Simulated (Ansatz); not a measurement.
## Au: hydrostatic pressure series

These are results of Ansatz, DFT PBEsol, scalar-relativistic, plane waves, PAW, not measurements. (420 eV cutoff, 16×16×10 k-mesh, Gaussian smearing of 0.10 eV, no spin polarisation)

The relaxed crystal:

```xyz
2
Lattice="1.4100 -2.5170 0.0000 1.4100 2.5170 0.0000 0.0000 0.0000 4.8007" Properties=species:S:1:pos:R:3 pbc="T T T"
Au    1.4100   -0.8249    1.2002
Au    1.4100    0.8249    3.6005
```

Cell and atoms are relaxed at each pressure within the symmetry of the start, at zero temperature, so transitions that lower the symmetry aren't seen. The k-mesh given is that at zero pressure and may differ at others. a, b and c are the lengths of the cell vectors above.

Spin–orbit coupling is left out, which can shift energies with elements as heavy as these.

Pressures computed: -3, 3, 8, 15, 30, 60 GPa.

(1) At which pressure does the cell have a = 2.690, b = 2.690 and c = 4.467 Å?

## Answers

(1) About 60 GPa, where V/V0 = 0.820.

This form isn't the element's structure at ambient conditions.